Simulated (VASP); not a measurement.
**ZnGe2N2: relaxation of cell and atoms with PBE**

ZnGe2N2:

```xyz
10
Lattice="5.4116 -0.0202 -0.0614 -0.0115 3.1165 0.0039 -0.1316 0.0102 8.1928" Properties=species:S:1:pos:R:3 pbc="T T T"
Zn    1.0841    0.7442    0.1109
Zn    4.4232    2.1787    0.1102
Ge    2.1200    2.4863    3.1919
Ge    5.0698    0.8449    2.9511
Ge    3.0924    0.8636    5.2998
Ge    0.3251    2.2927    5.1372
N     1.2349    0.7255    5.9805
N     3.9149    2.2806    6.1333
N     1.3920    0.7125    2.1381
N     3.9065    2.4152    1.8722
```

The cell was built by a generator and needn't be a form met in nature.

```yaml
Program: VASP 6.6.1
Task: relaxation of cell and atoms
Functional: PBE
Potentials_or_basis: VASP PAW PBE potentials, release 64 (Zn, Ge_d, N)
Cutoff: 520 eV
k_mesh: 4 × 7 × 3
Occupations: gaussian, width 0.15 eV
Spin: no spin polarisation
Further_INCAR_settings: PREC = Normal; LREAL = Auto; ALGO = Fast; EDIFF = 1e-05; ISYM = 0; IBRION = 2; EDIFFG = -0.03; NSW = 110; ISIF = 3
```

The relaxed volume is 13.54 Å³/atom. The relaxed cell is a = 5.450 Å, b = 3.111 Å, c = 7.984 Å, α = 89.93°, β = 90.30°, γ = 89.98° and the space group after relaxing (to 0.05 Å) is P2_1/m (No. 11). The energy gained by relaxing is 180.8 meV/atom and the ionic steps are 21. The pressure after relaxing is 0.0 GPa and the largest force after relaxing is 0.020 eV/Å. The band gap on the k mesh is none (metal or under the smearing width).

Forces on the atoms (eV/Å):
```
Zn  -0.004  0.007 -0.002
Zn   0.000 -0.004  0.001
Ge  -0.001 -0.010  0.005
Ge  -0.015 -0.003 -0.005
Ge   0.007  0.006  0.007
Ge   0.002  0.005  0.006
N    0.002  0.014 -0.004
N    0.008  0.016 -0.009
N    0.005 -0.013  0.001
N   -0.004 -0.019  0.001
```

Stress tensor (GPa, compression positive):
```
-0.01  0.02  0.01
 0.02 -0.03  0.02
 0.01  0.02  0.10
```

Step by step:
```tsv
step	energy change (eV)	largest force (eV/Å)	pressure (GPa)	volume (Å³)
1	0.0000	3.6331	-0.35	138.15
2	-1.4605	1.2786	-1.54	137.53
3	-1.4644	1.3075	-1.40	137.49
4	-1.6481	0.7552	0.50	135.04
5	-1.6707	0.7813	1.36	133.92
6	-1.7545	0.5138	-0.14	135.25
7	-1.7555	0.5191	-0.32	135.40
8	-1.7857	0.2132	0.17	135.22
9	-1.7866	0.2861	0.35	135.18
10	-1.7972	0.1171	-0.17	135.79
11	-1.7977	0.1213	-0.28	135.92
12	-1.8014	0.0846	-0.07	135.51
13	-1.8020	0.1108	0.17	135.22
14	-1.8048	0.0701	0.21	135.26
15	-1.8052	0.0979	0.26	135.27
16	-1.8064	0.0369	-0.18	135.94
17	-1.8065	0.0429	-0.29	135.86
18	-1.8070	0.0654	0.09	135.63
19	-1.8071	0.0524	-0.08	135.69
20	-1.8071	0.0527	-0.11	135.68
21	-1.8075	0.0199	0.02	135.37
```

Final structure:
```cif
data_structure
_symmetry_space_group_name_H-M 'P 1'
_symmetry_Int_Tables_number 1
_cell_length_a 5.4500
_cell_length_b 3.1112
_cell_length_c 7.9837
_cell_angle_alpha 89.931
_cell_angle_beta 90.303
_cell_angle_gamma 89.984
_cell_volume 135.37
loop_
_atom_site_label
_atom_site_type_symbol
_atom_site_fract_x
_atom_site_fract_y
_atom_site_fract_z
_atom_site_occupancy
Zn1 Zn 0.19178 0.24978 0.00653 1
Zn2 Zn 0.81230 0.75088 0.00432 1
Ge1 Ge 0.42094 0.75359 0.36214 1
Ge2 Ge 0.91667 0.25355 0.36412 1
Ge3 Ge 0.58250 0.24802 0.64847 1
Ge4 Ge 0.08686 0.74807 0.64678 1
N1 N 0.25586 0.24755 0.75744 1
N2 N 0.74842 0.74763 0.75467 1
N3 N 0.25479 0.25380 0.25617 1
N4 N 0.74762 0.75414 0.25337 1
```

Levels at points of the mesh, in eV from the Fermi level:
```csv
k point,band 46,band 47,band 48,band 49,band 50,band 51,band 52,band 53,band 54,band 55
"(0.00, 0.00, 0.00)",-2.86,-2.76,-2.68,-1.73,-0.15,0.11,1.76,2.29,2.34,2.51
"(0.50, 0.00, 0.00)",-3.60,-3.39,-3.27,-0.70,0.31,1.14,1.69,2.48,2.60,4.10
```

Wall time 14 min on 4 MPI ranks on Intel(R) Xeon(R) Platinum 8488C (Sapphire Rapids) (shared host), peak memory 0.32 GiB a rank.
